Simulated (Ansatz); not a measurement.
# TiAl (P1) in Ansatz: convergence with k mesh

Aim: find how far k mesh must go before the results for TiAl settle, at r2SCAN. This setting moves, with any that are tied to it; all else stays.

Everything below comes from runs of Ansatz 0.2.0. Logs are shortened: lines on timing, memory, paths and dates and some standing lists are left out, and cuts for length are marked.

**1. The cell of the first run**

The typed cell holds 2 atoms: a = 2.867 Å, b = 2.867 Å, c = 4.678 Å, α = 90.00°, β = 90.00°, γ = 120.00°.

The cell comes from a database or a generator and needn't be the stable form of this composition.

The cell isn't the ideal one: atoms moved at random, drawn with an rms of 0.05 Å.

**2. With k mesh 3 × 3 × 2**

input.yaml reads:

```yaml
crystal:
  lattice:
    - [2.8672622327, 0.0, 0.0]
    - [-1.4336311163, 2.4831219328, 0.0]
    - [0.0, 0.0, 4.678083]
  atoms:
    - { symbol: Ti, position: [-0.009755, 0.004856, 0.01131] }
    - { symbol: Al, position: [0.348123, 0.662687, 0.516325] }
hamiltonian:
  xc: r2scan
  pseudopotentials: { kind: paw, source: jth }
kpoints:
  mp_grid: { grid: [3, 3, 2] }
scf:
  occupations: { method: fermi_dirac, width: 0.05 }
output:
  forces: true
  stress: true
  eigenvalues: true
```

Potentials or basis: JTH PAW.

Command:

```
$ ansatz run input.yaml --threads 2 --pin off --max-ram 5632MiB --backend cpu --events-out ev --progress --plain --runs-dir out
```

Wall time 6.8 s (2 threads of Arm Neoverse V2, shared host); peak memory 0.57 GiB.

What came out:

```yaml
Free_energy: -3044.5948 eV
Pressure: -1.1 GPa
Largest_force: 0.119 eV/Å
Band_gap_on_the_k_mesh: none (metal or under the smearing width)
```

**3. With k mesh 4 × 4 × 2**

input.yaml: that of step 2 with these lines changed.

```diff
@@ -12,3 +12,3 @@
 kpoints:
-  mp_grid: { grid: [3, 3, 2] }
+  mp_grid: { grid: [4, 4, 2] }
 scf:
```

Potentials or basis: JTH PAW.

Command:

```
$ ansatz run input.yaml --threads 2 --pin off --max-ram 5632MiB --backend cpu --events-out ev --progress --plain --runs-dir out
```

Run time: 7.7 s. Hardware: 2 threads of Arm Neoverse V2, shared host; peak memory 0.59 GiB.

What came out:

* Free energy: -3044.7970 eV
* Pressure: -0.8 GPa
* Largest force: 0.234 eV/Å
* Band gap on the k mesh: none (metal or under the smearing width)

**4. With k mesh 5 × 5 × 3**

input.yaml: that of step 3 with these lines changed.

```diff
@@ -12,3 +12,3 @@
 kpoints:
-  mp_grid: { grid: [4, 4, 2] }
+  mp_grid: { grid: [5, 5, 3] }
 scf:
```

Command:

```
$ ansatz run input.yaml --threads 2 --pin off --max-ram 5632MiB --backend cpu --events-out ev --progress --plain --runs-dir out
```

It took 10 s on 2 threads of Arm Neoverse V2, shared host; peak memory 0.63 GiB.

What came out:

- Free energy: -3044.9610 eV
- Pressure: 0.1 GPa
- Largest force: 0.246 eV/Å
- Band gap on the k mesh: none (metal or under the smearing width)

**5. With k mesh 6 × 6 × 3**

input.yaml: that of step 4 with these lines changed.

```diff
@@ -12,3 +12,3 @@
 kpoints:
-  mp_grid: { grid: [5, 5, 3] }
+  mp_grid: { grid: [6, 6, 3] }
 scf:
```

Command:

```
$ ansatz run input.yaml --threads 2 --pin off --max-ram 5632MiB --backend cpu --events-out ev --progress --plain --runs-dir out
```

Wall time 13 s (2 threads of Arm Neoverse V2, shared host); peak memory 0.66 GiB.

What came out:

```yaml
Free_energy: -3044.9541 eV
Pressure: -0.2 GPa
Largest_force: 0.246 eV/Å
Band_gap_on_the_k_mesh: none (metal or under the smearing width)
```

**6. With k mesh 8 × 8 × 4**

input.yaml: that of step 5 with these lines changed.

```diff
@@ -12,3 +12,3 @@
 kpoints:
-  mp_grid: { grid: [6, 6, 3] }
+  mp_grid: { grid: [8, 8, 4] }
 scf:
```

Potentials or basis: JTH PAW.

Command:

```
$ ansatz run input.yaml --threads 2 --pin off --max-ram 5632MiB --backend cpu --events-out ev --progress --plain --runs-dir out
```

Run time: 23 s. Hardware: 2 threads of Arm Neoverse V2, shared host; peak memory 0.78 GiB.

The run converged. Its results:

* Free energy: -3044.9482 eV
* Pressure: -0.4 GPa
* Largest force: 0.237 eV/Å
* Band gap on the k mesh: none (metal or under the smearing width)

**7. With k mesh 10 × 10 × 5**

input.yaml: that of step 6 with these lines changed.

```diff
@@ -12,3 +12,3 @@
 kpoints:
-  mp_grid: { grid: [8, 8, 4] }
+  mp_grid: { grid: [10, 10, 5] }
 scf:
```

Command:

```
$ ansatz run input.yaml --threads 2 --pin off --max-ram 5632MiB --backend cpu --events-out ev --progress --plain --runs-dir out
```

Run time: 40 s. Hardware: 2 threads of Arm Neoverse V2, shared host; peak memory 1 GiB.

It converged, with:

```yaml
Free_energy: -3044.9666 eV
Pressure: -0.5 GPa
Largest_force: 0.241 eV/Å
Band_gap_on_the_k_mesh: none (metal or under the smearing width)
```

**8. With k mesh 12 × 12 × 7**

input.yaml: that of step 7 with these lines changed.

```diff
@@ -12,3 +12,3 @@
 kpoints:
-  mp_grid: { grid: [10, 10, 5] }
+  mp_grid: { grid: [12, 12, 7] }
 scf:
```

Command:

```
$ ansatz run input.yaml --threads 2 --pin off --max-ram 5632MiB --backend cpu --events-out ev --progress --plain --runs-dir out
```

It took 78 s on 2 threads of Arm Neoverse V2, shared host; peak memory 1.5 GiB.

It converged, with:

```yaml
Free_energy: -3044.9542 eV
Pressure: -0.5 GPa
Largest_force: 0.240 eV/Å
Band_gap_on_the_k_mesh: none (metal or under the smearing width)
```

**9. With k mesh 15 × 15 × 8**

input.yaml: that of step 8 with these lines changed.

```diff
@@ -12,3 +12,3 @@
 kpoints:
-  mp_grid: { grid: [12, 12, 7] }
+  mp_grid: { grid: [15, 15, 8] }
 scf:
```

Potentials or basis: JTH PAW.

Command:

```
$ ansatz run input.yaml --threads 2 --pin off --max-ram 5632MiB --backend cpu --events-out ev --progress --plain --runs-dir out
```

It took 2.3 min on 2 threads of Arm Neoverse V2, shared host; peak memory 2.3 GiB.

It converged, with:

```
Free energy            : -3044.9574 eV
Pressure               : -0.5 GPa
Largest force          : 0.240 eV/Å
Band gap on the k mesh : none (metal or under the smearing width)
```

**10. With k mesh 17 × 17 × 9**

input.yaml: that of step 9 with these lines changed.

```diff
@@ -12,3 +12,3 @@
 kpoints:
-  mp_grid: { grid: [15, 15, 8] }
+  mp_grid: { grid: [17, 17, 9] }
 scf:
```

Potentials or basis: JTH PAW.

Command:

```
$ ansatz run input.yaml --threads 2 --pin off --max-ram 5632MiB --backend cpu --events-out ev --progress --plain --runs-dir out
```

What it wrote:

```text
Warning: the checks of this Ti dataset prove no rule for summing its radial tables, as where they were carried onto another mesh than they were made on, and Gregory's rule is taken, under which a leading mesh point left out moves its sums only by what lay on the interval it spanned. That does not make them correct, and they differ from Quantum ESPRESSO's on this file; a re-export a fraction of a mesh step off can move them. hamiltonian.pseudopotentials.radial_quadrature: simpson_from_first_knot sums it by `pw.x`'s rule; on a PAW file no value gives `pw.x`'s numbers. What more to know: hamiltonian.pseudopotentials.radial_quadrature, in the input reference
Warning: the checks of this Al dataset prove no rule for summing its radial tables, as where they were carried onto another mesh than they were made on, and Gregory's rule is taken, under which a leading mesh point left out moves its sums only by what lay on the interval it spanned. That does not make them correct, and they differ from Quantum ESPRESSO's on this file; a re-export a fraction of a mesh step off can move them. hamiltonian.pseudopotentials.radial_quadrature: simpson_from_first_knot sums it by `pw.x`'s rule; on a PAW file no value gives `pw.x`'s numbers. What more to know: hamiltonian.pseudopotentials.radial_quadrature, in the input reference
Warning: RAYON_NUM_THREADS=2 ignored (pool sized by the plan → 2); use --threads N
Engine: ansatz 0.2.0, aarch64-unknown-linux-gnu
Pseudopotentials: kind: paw
Pseudopotential: Ti, paw, valence charge 12, recommended cutoff 1230 eV (normal), Ti.paw.azcp
Pseudopotential: Al, paw, valence charge 3, recommended cutoff 570 eV (normal), Al.paw.azcp
Functional definition: r2SCAN
  parameter k0 = 0.174
  parameter k1 = 0.065
  parameter a1 = 4.9479
  exchange = r2scan_x(k0 = k0, k1 = k1, a1 = a1)
  correlation = r2scan_c
Crystal: 2 atoms, lattice volume = 33.307 Å³
Basis set: ecut = 1230 eV, 3285 PW (Γ), exchange–correlation on 144×144×216 points (64 copies of the dense FFT grid, shifted against one another)
Bands: 12, of which v1, the nominal top of the filled ones, is band 8 counted from 1 (7 counted from 0)
Symmetry: 1 space group operations
Space group: P1 (ITA 1), of the structure as read, at distance tolerance 3.2e-5 Å
k-points: 1301 of 2601 (time reversal used)
Non-local potential: Ti, projectors of the file, l = 0: 2, l = 1: 2, l = 2: 2
Non-local potential: Al, projectors of the file, l = 0: 2, l = 1: 2
PAW form: soft (Blöchl's): semilocal exchange-correlation on the pseudo side does not see the compensation charge
PAW frozen core: Ti, regenerated for the run's functional (the file was generated under x = pbe(κ = 0.804, μ = 0.2195149727645171), c = pbe(β = 0.06672455060314922))
PAW frozen core: Al, regenerated for the run's functional (the file was generated under x = pbe(κ = 0.804, μ = 0.2195149727645171), c = pbe(β = 0.06672455060314922))
PAW one-centre angular grid: Ti, 590 points (default); XC on 160 Gauss nodes
PAW one-centre angular grid: Al, 302 points (default); XC on 160 Gauss nodes
Initial density: superposition of atomic densities (chi_scale 0.1, normalization cell, long waves kept (reshape's long-wave potential 0.00 eV rms))
Initial wavefunctions: pseudopotential atomic-orbital guess
Functional: x = r2scan, c = r2scan; τ floored in thin density (d = 2e-4 eV/Å³)
SCF iter   1: F=—  HF=-3046.383796 eV  |F-HF|=—  |Δ(HF+E_count)|=         —  Δρ=1.16e-1  dr2=6.65e0  dr2_τ=1.02e-1  ethr=3.10e-3  ⟨swp⟩=8.4  Hψ=141700  notcnv=0
preconditioner: auto → none  [metal: Δε(μ)=0.001 eV  Ē_g=6.513 eV  σ=0.050 eV  W_gap=0.00  n_scr=2 (ndim 8)  ℏωp=17.0 eV  f_vac=0.002  D(μ)=1.42/eV (n_scr^D=10)  sad-step TF]
SCF iter   2: F=—  HF=-3044.961645 eV  |F-HF|=—  |Δ(HF+E_count)|=    1.42e0  Δρ=3.40e-2  dr2=4.06e-1  dr2_τ=2.40e-2  ethr=3.10e-3  ⟨swp⟩=3.6  Hψ=48271  notcnv=0  defer=146
SCF iter   3: F=—  HF=-3044.960722 eV  |F-HF|=—  |Δ(HF+E_count)|=   9.23e-4  Δρ=1.45e-2  dr2=1.16e-1  dr2_τ=1.65e-3  ethr=2.70e-3  ⟨swp⟩=2.7  Hψ=28920  notcnv=0  defer=146
SCF iter   4: F=—  HF=-3044.963190 eV  |F-HF|=—  |Δ(HF+E_count)|=   2.47e-3  Δρ=8.01e-3  dr2=4.10e-2  dr2_τ=9.65e-4  ethr=7.74e-4  ⟨swp⟩=2.8  Hψ=28142  notcnv=0  defer=128
SCF iter   5: F=—  HF=-3044.959211 eV  |F-HF|=—  |Δ(HF+E_count)|=   3.98e-3  Δρ=2.32e-3  dr2=3.15e-3  dr2_τ=3.15e-5  ethr=2.73e-4  ⟨swp⟩=2.2  Hψ=29823  notcnv=0  defer=38
SCF iter   6: F=—  HF=-3044.959122 eV  |F-HF|=—  |Δ(HF+E_count)|=   8.90e-5  Δρ=5.60e-4  dr2=1.83e-4  dr2_τ=2.39e-6  ethr=2.10e-5  ⟨swp⟩=2.3  Hψ=21848  notcnv=0  defer=20
SCF iter   7: F=—  HF=-3044.959122 eV  |F-HF|=—  |Δ(HF+E_count)|=   6.85e-7  Δρ=2.12e-4  dr2=1.92e-5  dr2_τ=5.21e-7  ethr=1.22e-6  ⟨swp⟩=2.2  Hψ=19680  notcnv=0  defer=14
SCF iter   8: F=—  HF=-3044.959124 eV  |F-HF|=—  |Δ(HF+E_count)|=   1.65e-6  Δρ=1.35e-5  dr2=7.97e-8  dr2_τ=2.59e-9  ethr=6.67e-10  ⟨swp⟩=6.3  Hψ=108299  notcnv=0
SCF iter   9: F=-3044.959124 eV  HF=-3044.959124 eV  |F-HF|=1.62e-9  |Δ(HF+E_count)|=   1.39e-8  Δρ=2.48e-6  dr2=1.61e-9  dr2_τ=1.06e-10  ethr=5.31e-10  ⟨swp⟩=3.1  Hψ=55919  notcnv=0
SCF 1 converged in 9 iterations: F = -3044.959124 eV  dr2 = 1.61e-9
SCF converged after 9 iterations
Free energy (F): -3044.959124 eV
Harris-Foulkes:  -3044.959124 eV  (|F-HF|=1.62e-9)
Internal energy: -3044.940902 eV  (E = F + TS)
E sigma→0 (E₀):  -3044.950013 eV
Entropy (-TS):   -0.018223 eV (-9.111 meV/atom)
Fermi energy:    10.561999 eV
--- Per-component energies (eV) ---
  E_band       = -181.992455
  E_kinetic    = 232.865509
  E_local      = -1213.047871  (includes V_loc(G=0)·N_el)
  E_nonlocal   = 138.093267
  E_hartree    = 474.793365
  E_xc         = -109.686514
  E_vxc        = -136.583604  (∫ρ·V_xc dr)
  E_paw        = -1525.743158  (= ΣΔE_a)
  E_vpaw       = -161.059549  (= ΣTr[D̂ρ^β])
  E_aug_tail   = -0.000013  (compensation charges beyond the density's cutoff)
  E_vtau       = 8.152348  (kinetic-family band-sum trace: ∫τ·v_τ [+ j·A + Jᵃ·Aᵃ] dr)
  E_ewald      = -1041.903063
  E_core_change = -0.312424  (= ΣΔE_core)
  E_smearing   = -0.018223  (= −TS)
  E_closure    = 0.000000  (closes the sum)
  Σ components = -3044.959124   (vs F -3044.959124, Δ=0.00e0)
--- Forces (eV/Å), atoms counted from 1 ---
  atom   1  Ti     0.16543546    -0.02923167     0.17558579
  atom   2  Al    -0.16544464     0.02922606    -0.17560854
  max |Σ_I F_I| component: 2.27e-5 eV/Å
--- Stress (GPa, compression-positive) ---
       -0.430057       1.363666       0.076027
        1.363666       0.353010      -0.012478
        0.076027      -0.012478      -1.290313
  P = ⅓ Tr σ = -0.4558 GPa (-4.558 kbar)
--- Band table (eV; the first three rows and the last of 1301) ---
  k-point 0: bands = ["-48.3263", "-23.5879", "-23.1566", "-23.1513", "1.0770", "8.1209", "8.4721", "11.9817", "11.9926", "13.5940", "13.6445", "14.7803"]
  k-point 1: bands = ["-48.3262", "-23.5885", "-23.1566", "-23.1513", "1.1581", "7.3415", "9.0938", "11.9833", "11.9943", "13.5851", "13.6348", "15.0417"]
  k-point 2: bands = ["-48.3262", "-23.5900", "-23.1566", "-23.1513", "1.3868", "6.3822", "9.6313", "11.9875", "11.9986", "13.5629", "13.6108", "15.7627"]
  k-point 1300: bands = ["-48.2300", "-23.7294", "-23.4919", "-23.3015", "5.9047", "8.2602", "9.2543", "9.6956", "12.7054", "13.9038", "14.3173", "15.4376"]
```

Wall time 3.7 min (2 threads of Arm Neoverse V2, shared host); peak memory 3.1 GiB.

What came out:

```yaml
Free_energy: -3044.9591 eV
Pressure: -0.5 GPa
Largest_force: 0.243 eV/Å
Band_gap_on_the_k_mesh: none (metal or under the smearing width)
```

**11. Result**

```tsv
k mesh	energy less the tightest run, at zero smearing (meV/atom)	pressure (GPa)	largest force (eV/Å)	SCF cycles	CPU time (s)	peak memory (GiB)
3 × 3 × 2	193.63	-1.08	0.119	12	13	0.57
4 × 4 × 2	82.98	-0.84	0.234	11	15	0.59
5 × 5 × 3	-0.64	0.14	0.246	10	21	0.63
6 × 6 × 3	4.58	-0.16	0.246	10	25	0.66
8 × 8 × 4	6.02	-0.45	0.237	9	46	0.78
10 × 10 × 5	-3.69	-0.52	0.241	9	80	1
12 × 12 × 7	3.04	-0.52	0.240	9	150	1.5
15 × 15 × 8	1.55	-0.51	0.240	9	270	2.3
17 × 17 × 9	0.00	-0.46	0.243	9	440	3.1
```

Against the tightest run, the pressure stays within 0.1 GPa from 8 × 8 × 4 on; the largest force stays within 0.005 eV/Å from 10 × 10 × 5 on. Not settled before the last step: the energy (to 1 meV/atom). Meshes of other sizes hit other points, so gaps and Fermi surfaces needn't settle smoothly. The tightest run that finished is the yardstick and may itself not be fully converged.
